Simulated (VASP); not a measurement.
# KF (Fm-3m) in VASP: settings compared

One crystal, KF, is run at these levels: PBE, revPBE, PBEsol; tasks: single point.

Program: VASP 6.6.1. These are calculated values, not measurements. Logs are shortened: lines on timing, memory, paths and dates and some standing lists are left out, and cuts for length are marked.

## Step 1: The structure

The structure is cubic, space group Fm-3m (No. 225). Conventional cell: a = 5.309 Å, b = 5.309 Å, c = 5.309 Å, α = 90.00°, β = 90.00°, γ = 90.00°. Around K (site symmetry m-3m) lie 6 F at 2.65 Å. F (site symmetry m-3m) is surrounded by 6 K at 2.65 Å.

The cell is a database's computed one.

## Step 2: Single point, PBE

INCAR

```
SYSTEM = KF
PREC = Accurate
ENCUT = 520
EDIFF = 1E-7
ISMEAR = 0
SIGMA = 0.1
LREAL = .False.
LASPH = .True.
NELM = 100
ALGO = Normal
ISIF = 2
LWAVE = .False.
LCHARG = .True.
GGA = PE
LELF = .True.
LVHAR = .True.
NBANDS = 15
```

KPOINTS

```
Automatic mesh
0
Gamma
  6 6 6
  0 0 0
```

POSCAR

```
KF
1.0
    0.0000000000      2.6544134050      2.6544134050
    2.6544134050      0.0000000000      2.6544134050
    2.6544134050      2.6544134050      0.0000000000
K F
1 1
Direct
    0.0000000000      0.0000000000      0.0000000000
    0.5000000000      0.5000000000      0.5000000000
```

Potentials or basis: VASP PAW PBE potentials, release 64 (K_sv, F).

On the command line:

```sh
$ cat potpaw_PBE.64/K_sv/POTCAR potpaw_PBE.64/F/POTCAR > POTCAR
$ mpirun -np 1 vasp_std > vasp.out
```

OUTCAR:

```text
SYSTEM = KF
   PREC = Accurate
   ENCUT = 520
   EDIFF = 1E-7
   ISMEAR = 0
   LREAL = .False.
   LASPH = .True.
   NELM = 100
   ISIF = 2
   GGA = PE

 ion  position               nearest neighbor table
   1  0.000  0.000  0.000-   2 2.65   2 2.65   2 2.65   2 2.65   2 2.65   2 2.65
   2  0.500  0.500  0.500-   1 2.65   1 2.65   1 2.65   1 2.65   1 2.65   1 2.65

  LATTYP: Found a face centered cubic cell.
 ALAT       =     5.3088268100

  Lattice vectors:

 A1 = (   0.0000000000,   2.6544134050,   2.6544134050)
 A2 = (   2.6544134050,   0.0000000000,   2.6544134050)
 A3 = (   2.6544134050,   2.6544134050,   0.0000000000)

Analysis of symmetry for initial positions (statically):
=====================================================================
 Subroutine PRICEL returns:
 Original cell was already a primitive cell.

 Routine SETGRP: Setting up the symmetry group for a
 face centered cubic supercell.

 Subroutine GETGRP returns: Found 48 space group operations
 (whereof 48 operations were pure point group operations)
 out of a pool of 48 trial point group operations.

The static configuration has the point symmetry O_h .

Analysis of symmetry for dynamics (positions and initial velocities):
=====================================================================
 Subroutine PRICEL returns:
 Original cell was already a primitive cell.

 Routine SETGRP: Setting up the symmetry group for a
 face centered cubic supercell.

 Subroutine GETGRP returns: Found 48 space group operations
 (whereof 48 operations were pure point group operations)
 out of a pool of 48 trial point group operations.

The dynamic configuration has the point symmetry O_h .

 Subroutine INISYM returns: Found 48 space group operations
 (whereof 48 operations are pure point group operations),
 and found     1 'primitive' translations

----------------------------------------------------------------------------------------

                                     Primitive cell

  volume of cell :      37.4055

  direct lattice vectors                    reciprocal lattice vectors
     0.000000000  2.654413405  2.654413405    -0.188365535  0.188365535  0.188365535
     2.654413405  0.000000000  2.654413405     0.188365535 -0.188365535  0.188365535
     2.654413405  2.654413405  0.000000000     0.188365535  0.188365535 -0.188365535

  length of vectors
     3.753907437  3.753907437  3.753907437     0.326258676  0.326258676  0.326258676

  position of ions in fractional coordinates (direct lattice)
     0.000000000  0.000000000  0.000000000
     0.500000000  0.500000000  0.500000000

  ion indices of the primitive-cell ions
   primitive index   ion index
                 1           1
                 2           2

----------------------------------------------------------------------------------------

 KPOINTS: Automatic mesh

Automatic generation of k-mesh.
 Grid dimensions read from file:
 generate k-points for:    6    6    6

 Generating k-lattice:

  Cartesian coordinates                     Fractional coordinates (reciprocal lattice)
    -0.031394256  0.031394256  0.031394256     0.166666667  0.000000000  0.000000000
     0.031394256 -0.031394256  0.031394256     0.000000000  0.166666667  0.000000000
     0.031394256  0.031394256 -0.031394256     0.000000000  0.000000000  0.166666667

  Length of vectors
     0.054376446  0.054376446  0.054376446

  Shift w.r.t. Gamma in fractional coordinates (k-lattice)
     0.000000000  0.000000000  0.000000000

 Subroutine IBZKPT returns following result:
 ===========================================

 Found     16 irreducible k-points:

 Following reciprocal coordinates:
            Coordinates               Weight
  0.000000  0.000000  0.000000      1.000000
  0.166667  0.000000  0.000000      8.000000
  0.333333  0.000000  0.000000      8.000000
  0.500000  0.000000  0.000000      4.000000
  0.166667  0.166667  0.000000      6.000000
  0.333333  0.166667  0.000000     24.000000
[... 8 lines left out ...]
 -0.333333  0.333333  0.166667     24.000000
 -0.333333  0.500000  0.166667     12.000000
   k-points           NKPTS =     16   k-points in BZ     NKDIM =     16   number of bands    NBANDS=     15
   number of dos      NEDOS =    301   number of ions     NIONS =      2
   total plane-waves  NPLWV =  21952
   dimension x,y,z NGX =    28 NGY =   28 NGZ =   28
   dimension x,y,z NGXF=    56 NGYF=   56 NGZF=   56
   ions per type =               1   1
   NGX,Y,Z   is equivalent  to a cutoff of  12.40, 12.40, 12.40 a.u.
   NGXF,Y,Z  is equivalent  to a cutoff of  24.80, 24.80, 24.80 a.u.
 SYSTEM =  KF
   PREC   = accura    normal or accurate (medium, high low for compatibility)
   ISTART =      0    job   : 0-new  1-cont  2-samecut
   ICHARG =      2    charge: 1-file 2-atom 10-const
   ISPIN  =      1    spin polarized calculation?
   LNONCOLLINEAR =      F non collinear calculations
   LSORBIT =      F    spin-orbit coupling
   LASPH  =      T    aspherical Exc in radial PAW
   ENCUT  =  520.0 eV  38.22 Ry    6.18 a.u.   6.98  6.98  6.98*2*pi/ulx,y,z
   NELM   =    100;   NELMIN=  2; NELMDL= -5     # of ELM steps
   EDIFF  = 0.1E-06   stopping-criterion for ELM
   LREAL  =      F    real-space projection
   EDIFFG = 0.1E-05   stopping-criterion for IOM
   NSW    =      0    number of steps for IOM
   IBRION =     -1    ionic relax: 0-MD 1-quasi-New 2-CG
   NFREE  =      0    steps in history (QN), initial steepest desc. (CG)
   ISIF   =      2    stress and relaxation
   ISYM   =      2    0-nonsym 1-usesym 2-fastsym
   POTIM  = 0.5000    time-step for ionic-motion
   TEBEG  =    0.0;   TEEND  =   0.0 temperature during run
   PSTRESS=    0.0 pullay stress
   NELECT =      16.0000    total number of electrons
   NUPDOWN=      -1.0000    fix difference up-down
   EMIN   =  10.00;   EMAX   =-10.00  energy-range for DOS
   EFERMI =   0.00;   METHOD = LEGACY
   ISMEAR =     0;   SIGMA  =   0.10  broadening in eV -4-tet -1-fermi 0-gaus
   EFERMI_NEDOS =   21; number of points for ismear=-14 and -15
   IALGO  =     38    algorithm
   IMIX   =      4    mixing-type and parameters
     AMIX     =   0.40;   BMIX     =  1.00
     AMIX_MAG =   1.60;   BMIX_MAG =  1.00
  volume/ion in A,a.u.               =      18.70       126.21
  Fermi-wavevector in a.u.,A,eV,Ry     =   1.233492  2.330962 20.701292  1.521502
  Thomas-Fermi vector in A             =   2.368220
   LORBIT       =      0    0 simple, 1 ext, 2 COOP (PROOUT), +10 PAW based schemes
   GGA     = PE    functional components
   LHFCALC =     F    Hartree Fock is set to
   AEXX    =    0.0000 exact exchange contribution
   IVDW    =     0    specifies the selected vdW correction
   LEPSILON=     F    determine dielectric tensor
   LRPA    =     F    only Hartree local field effects (RPA)
 non-spin polarized calculation
 Gauss-broadening in eV      SIGMA  =   0.10
  energy-cutoff  :      520.00
  volume of cell :       37.41
 maximum number of plane-waves:      1018
   NGX = 13   NGY = 13   NGZ = 13

 number of electron      16.0000012 magnetization

 Free energy of the ion-electron system (eV)
  ---------------------------------------------------
  ext. energy  EPLUGINS =         0.00000000
  ---------------------------------------------------
  free energy    TOTEN  =        -8.28092589 eV

  energy without entropy =       -8.28092589  energy(sigma->0) =       -8.28092589

 E-fermi :  -2.2911     XC(G=0):  -8.4933

 val. band max:       -2.7510688695   @ k =   0.0000   0.0000   0.0000
 cond. band min:       3.5187885477   @ k =   0.0000   0.0000   0.0000
 fundamental gap:      6.2698574172
 Fermi energy:        -2.2910608368

 k-point     1 :       0.0000    0.0000    0.0000
  band No.  band energies     occupation
      1     -28.8348      2.00000
      2     -21.4178      2.00000
      3     -12.0704      2.00000
      4     -12.0704      2.00000
      5     -12.0704      2.00000
      6      -2.7511      2.00000
      7      -2.7511      2.00000
      8      -2.7511      2.00000
      9       3.5188      0.00000
     10       7.9826      0.00000
     11       7.9826      0.00000
     12       7.9826      0.00000
     13       9.6808      0.00000
     14       9.6808      0.00000
     15      14.3196      0.00000

 k-point     2 :       0.1667    0.0000    0.0000
  band No.  band energies     occupation
      1     -28.8091      2.00000
      2     -21.4423      2.00000
      3     -12.1428      2.00000
      4     -12.0800      2.00000
      5     -12.0800      2.00000
      6      -2.9899      2.00000
      7      -2.8449      2.00000
      8      -2.8449      2.00000
      9       4.2739      0.00000
     10       7.6016      0.00000
     11       8.3511      0.00000
     12       8.3511      0.00000
     13       9.9480      0.00000
     14       9.9480      0.00000
     15      15.5493      0.00000

 k-point     3 :       0.3333    0.0000    0.0000
  band No.  band energies     occupation
      1     -28.7571      2.00000
      2     -21.4916      2.00000
      3     -12.2855      2.00000
      4     -12.0988      2.00000
      5     -12.0988      2.00000
      6      -3.3905      2.00000
      7      -3.0264      2.00000
      8      -3.0263      2.00000
      9       5.8308      0.00000
     10       7.4187      0.00000
     11       9.0909      0.00000
     12       9.0909      0.00000
     13      10.7977      0.00000
     14      10.7977      0.00000
     15      15.2289      0.00000
[... 199 lines left out ...]
 k-point    15 :      -0.3333    0.3333    0.1667
  band No.  band energies     occupation
      1     -28.7116      2.00000
      2     -21.4789      2.00000
      3     -12.4422      2.00000
      4     -12.3917      2.00000
      5     -12.1555      2.00000
      6      -3.2415      2.00000
      7      -2.9833      2.00000
      8      -2.9606      2.00000
      9       6.8881      0.00000
     10       7.2292      0.00000
     11       8.7992      0.00000
     12      10.5618      0.00000
     13      11.1880      0.00000
     14      12.4467      0.00000
     15      12.9346      0.00000

 k-point    16 :      -0.3333    0.5000    0.1667
  band No.  band energies     occupation
      1     -28.7060      2.00000
      2     -21.4596      2.00000
      3     -12.5726      2.00000
      4     -12.3884      2.00000
      5     -12.1944      2.00000
      6      -3.0801      2.00000
      7      -2.9381      2.00000
      8      -2.8660      2.00000
      9       6.2322      0.00000
     10       7.9712      0.00000
     11       8.3036      0.00000
     12      10.9012      0.00000
     13      11.6066      0.00000
     14      12.5171      0.00000
     15      12.7481      0.00000

------------------------ aborting loop because EDIFF is reached ----------------------------------------

  FORCE on cell =-STRESS in cart. coord.  units (eV):
  Direction    XX          YY          ZZ          XY          YZ          ZX
  --------------------------------------------------------------------------------------
  -------------------------------------------------------------------------------------
  Total        0.5065037      0.5065037      0.5065037     -0.0000000     -0.0000000      0.0000000
  in kB       21.6948933     21.6948933     21.6948933     -0.0000000     -0.0000000      0.0000000
  external PRESSURE =      21.6948933 kB  Pullay stress =       0.0000000 kB

 VOLUME and BASIS-vectors are now :
 -----------------------------------------------------------------------------
  energy-cutoff  :      520.00
  volume of cell :       37.41
      direct lattice vectors                 reciprocal lattice vectors
     0.000000000  2.654413405  2.654413405    -0.188365535  0.188365535  0.188365535
     2.654413405  0.000000000  2.654413405     0.188365535 -0.188365535  0.188365535
     2.654413405  2.654413405  0.000000000     0.188365535  0.188365535 -0.188365535

 POSITION                                       TOTAL-FORCE (eV/Angst)
 -----------------------------------------------------------------------------------
      0.00000      0.00000      0.00000         0.000000      0.000000      0.000000
      2.65441      2.65441      2.65441        -0.000000     -0.000000     -0.000000
 -----------------------------------------------------------------------------------
    total drift:                                0.000000      0.000000      0.000000

  FREE ENERGIE OF THE ION-ELECTRON SYSTEM (eV)
  ---------------------------------------------------
  free  energy   TOTEN  =        -8.2809258864 eV

  energy  without entropy=       -8.2809258864  energy(sigma->0) =       -8.28092589
```

Wall time 11 s (1 thread of Intel Xeon Platinum 8488C (Sapphire Rapids), shared host); peak memory 0.15 GiB.

Results:

```yaml
Free_energy: -8.2809 eV
Pressure: 2.2 GPa
Band_gap_on_the_k_mesh: 6.27 eV, direct
```

Levels at points of the mesh, in eV from the valence-band top:
```csv
k point,band 6,band 7,band 8,band 9,band 10,band 11
"(0.00, 0.00, 0.00)",0.00,0.00,0.00,6.27,10.73,10.73
"(0.50, 0.00, 0.00)",-0.81,-0.36,-0.36,9.15,10.75,12.17
"(0.50, 0.50, 0.00)",-0.20,-0.05,-0.05,8.22,10.41,11.97
```

(Part 1 of 2 ends here.)
